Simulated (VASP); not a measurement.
**Shielding tensors and field gradients of KBr**

Aim: NMR shielding tensors and field gradients of KBr. The cell is of the rock-salt type, one of the forms listed for this formula, which need not be the common one. The start is a cell from a database of measured crystal structures.

Calculated with VASP 6.6.1; PBE; plane waves and PAW (Br, K_sv), in the first sound run; inputs show where later runs differ.

### Step 1. The starting structure

Symmetry: Fm-3m, No. 225, cubic system. Conventional cell: a = 6.600 Å, b = 6.600 Å, c = 6.600 Å, α = 90.00°, β = 90.00°, γ = 90.00°. Nearest to Br lie 6 K at 3.30 Å. K has 6 Br at 3.30 Å nearest. Farther neighbours and most contacts between anions are not listed.

As a file:

```xyz
2
Lattice="0.0000 3.3000 3.3000 3.3000 0.0000 3.3000 3.3000 3.3000 0.0000" Properties=species:S:1:pos:R:3 pbc="T T T"
Br    3.3000    3.3000    3.3000
K     0.0000    0.0000    0.0000
```

### Step 2. Ground state

The next steps need an insulator, so the gap is checked first.

File INCAR:

```
SYSTEM = KBr
PREC = Accurate
ENCUT = 400
EDIFF = 1E-07
NELM = 100
ISMEAR = 0
SIGMA = 0.01
LREAL = .FALSE.
ALGO = Normal
GGA = PE
NBANDS = 14
LORBIT = 11
LWAVE = .FALSE.
LCHARG = .FALSE.
KPAR = 4
```

File POSCAR:

```
KBr
1.0
    0.0000000000      3.3000000000      3.3000000000
    3.3000000000      0.0000000000      3.3000000000
    3.3000000000      3.3000000000      0.0000000000
Br K
1 1
Direct
    0.5000000000      0.5000000000      0.5000000000
    0.0000000000      0.0000000000      0.0000000000
```

File KPOINTS:

```
Automatic mesh
0
Gamma
5 5 5
0 0 0
```

Potentials, in the order of the species: Br and K_sv (PBE family, release 64).

Run with:

```bash
$ mpirun -np 4 vasp_std
```

Log:

```text
[banner, memory and clock lines left out]
running    4 mpi-ranks, on    1 nodes
 distrk:  each k-point on    1 cores,    4 groups
 distr:  one band on    1 cores,    1 groups

 POSCAR found type information on POSCAR BrK
 POSCAR found :  2 types and       2 ions
 LDA part: xc-table for (Slater+PW92), standard interpolation
 POSCAR, INCAR and KPOINTS ok, starting setup
 FFT: planning ... GRIDC
 FFT: planning ... GRID_SOFT
 FFT: planning ... GRID
 WAVECAR not read
 entering main loop
       N       E                     dE             d eps       ncg     rms          rms(c)
DAV:   1     0.857572856978E+02    0.85757E+02   -0.58789E+03   280   0.809E+02
DAV:   2    -0.122624579424E+01   -0.86984E+02   -0.81306E+02   356   0.217E+02
DAV:   3    -0.622035150523E+01   -0.49941E+01   -0.49700E+01   382   0.462E+01
DAV:   4    -0.638652959466E+01   -0.16618E+00   -0.16610E+00   430   0.799E+00
DAV:   5    -0.638765452512E+01   -0.11249E-02   -0.11249E-02   376   0.769E-01    0.313E+00
DAV:   6    -0.621587842680E+01    0.17178E+00   -0.24310E-01   340   0.237E+00    0.230E+00
DAV:   7    -0.620450619710E+01    0.11372E-01   -0.11980E-01   364   0.184E+00    0.105E+00
DAV:   8    -0.621357833144E+01   -0.90721E-02   -0.13703E-02   332   0.838E-01    0.120E-01
DAV:   9    -0.621430238948E+01   -0.72406E-03   -0.72189E-04   370   0.165E-01    0.778E-02
DAV:  10    -0.621466236279E+01   -0.35997E-03   -0.39058E-04   286   0.119E-01    0.138E-02
DAV:  11    -0.621467087218E+01   -0.85094E-05   -0.20370E-05   366   0.263E-02    0.481E-03
DAV:  12    -0.621467362423E+01   -0.27521E-05   -0.38246E-06   304   0.138E-02    0.384E-03
DAV:  13    -0.621467360868E+01    0.15556E-07   -0.28311E-07   388   0.288E-03
   1 F= -.62146736E+01 E0= -.62146736E+01  d E =-.903390E-47
```

Run time: 5.2 s. Hardware: 4 MPI ranks of AMD EPYC 7R43, shared host; peak memory 0.51 GiB; 18 s of CPU time.

Lines that name or quote the potential files are left out of all logs, and their timing lines are given in words.

Parts of OUTCAR (step 2):

```text
ion  position               nearest neighbor table
   1  0.500  0.500  0.500-   2 3.30   2 3.30   2 3.30   2 3.30   2 3.30   2 3.30
   2  0.000  0.000  0.000-   1 3.30   1 3.30   1 3.30   1 3.30   1 3.30   1 3.30

  LATTYP: Found a face centered cubic cell.
 ALAT       =     6.6000000000

 Subroutine GETGRP returns: Found 48 space group operations
 (whereof 48 operations were pure point group operations)

The static configuration has the point symmetry O_h .

 Found     10 irreducible k-points:

   k-points           NKPTS =     10   k-points in BZ     NKDIM =     10   number of bands    NBANDS=     14

   dimension x,y,z NGX =    30 NGY =   30 NGZ =   30
   dimension x,y,z NGXF=    60 NGYF=   60 NGZF=   60

   ENCUT  =  400.0 eV  29.40 Ry    5.42 a.u.   7.61  7.61  7.61*2*pi/ulx,y,z

   NELECT =      16.0000    total number of electrons

 k-points in reciprocal lattice and weights: Automatic mesh
   0.00000000  0.00000000  0.00000000       0.008
   0.20000000  0.00000000  0.00000000       0.064
   0.40000000  0.00000000  0.00000000       0.064
   0.20000000  0.20000000  0.00000000       0.048
   0.40000000  0.20000000  0.00000000       0.192
  -0.40000000  0.20000000  0.00000000       0.192
  -0.20000000  0.20000000  0.00000000       0.096
   0.40000000  0.40000000  0.00000000       0.048
  -0.40000000  0.40000000  0.00000000       0.096
  -0.40000000  0.40000000  0.20000000       0.192

 average (electrostatic) potential at core
       1 -64.7633       2 -36.7938

 E-fermi :  -1.6405

 k-point     1 :       0.0000    0.0000    0.0000
  band No.  band energies     occupation
    ...
      4     -12.9985      2.00000
      5     -12.9985      2.00000
      6      -1.7402      2.00000
      7      -1.7402      2.00000
      8      -1.7402      2.00000
      9       2.6932      0.00000
     10       5.8640      0.00000
     11       5.8640      0.00000
     12       5.8640      0.00000
     13       6.6871      0.00000
    ...

 k-point     2 :       0.2000    0.0000    0.0000
  band No.  band energies     occupation
    ...
      4     -13.0004      2.00000
      5     -12.9049      2.00000
      6      -2.2282      2.00000
      7      -1.8615      2.00000
      8      -1.8615      2.00000
      9       3.5843      0.00000
     10       5.7132      0.00000
     11       6.3246      0.00000
     12       6.3246      0.00000
     13       7.1954      0.00000
    ...

 k-point     3 :       0.4000    0.0000    0.0000
  band No.  band energies     occupation
    ...
      4     -13.0035      2.00000
      5     -12.7708      2.00000
      6      -2.8298      2.00000
      7      -2.0435      2.00000
      8      -2.0435      2.00000
      9       4.7136      0.00000
     10       6.2632      0.00000
     11       7.5014      0.00000
     12       7.5014      0.00000
     13       8.2801      0.00000
    ...

  Total        0.3319330      0.3319330      0.3319330      0.0000000      0.0000000     -0.0000000
  in kB        7.3992757      7.3992757      7.3992757      0.0000000      0.0000000     -0.0000000
  external PRESSURE =       7.3992757 kB  Pullay stress =       0.0000000 kB

  energy-cutoff  :      400.00
  volume of cell :       71.87
      direct lattice vectors                 reciprocal lattice vectors
     0.000000000  3.300000000  3.300000000    -0.151515152  0.151515152  0.151515152
     3.300000000  0.000000000  3.300000000     0.151515152 -0.151515152  0.151515152
     3.300000000  3.300000000  0.000000000     0.151515152  0.151515152 -0.151515152

 POSITION                                       TOTAL-FORCE (eV/Angst)
 -----------------------------------------------------------------------------------
      3.30000      3.30000      3.30000         0.000000     -0.000000      0.000000
      0.00000      0.00000      0.00000        -0.000000      0.000000     -0.000000
 -----------------------------------------------------------------------------------
    total drift:                               -0.000000      0.000000      0.000000

  FREE ENERGIE OF THE ION-ELECTRON SYSTEM (eV)
  ---------------------------------------------------
  free  energy   TOTEN  =        -6.2146736087 eV

  energy  without entropy=       -6.2146736087  energy(sigma->0) =       -6.21467361

 total charge
# of ion       s       p       d       tot
------------------------------------------
    1        1.599   3.304   0.001   4.904
    2        1.957   5.579   0.025   7.560
--------------------------------------------------
tot          3.556   8.882   0.025  12.464

[... 3 further parts left out ...]
```

The gap is read on the k-mesh alone, so it is an upper bound where the band edges lie off the mesh.

This step gave:

```
free energy (TOTEN)            : -6.215 eV
Fermi energy                   : -1.641 eV
pressure                       : 0.7399 GPa
gap on the k-mesh              : 4.433 eV
least direct gap on the k-mesh : 4.433 eV
```

The cell has a gap of 4.43 eV on this mesh. Spin-orbit coupling is left out, which can shift or reorder these edges.

(Part 1 of 3 ends here.)

[Lines on the potential files, build, host, timing and source positions are cut from VASP's logs without a mark.]

[Logs are printed without paths, hosts, clocks, repeated set-up lines and the standing remarks that a program may print on its own settings, such as how far it seeks lower states.]

[Hosts, paths, dates, database ids (printed as entryN), source tags and the programs' standing remarks are cut or masked in the printed files.]
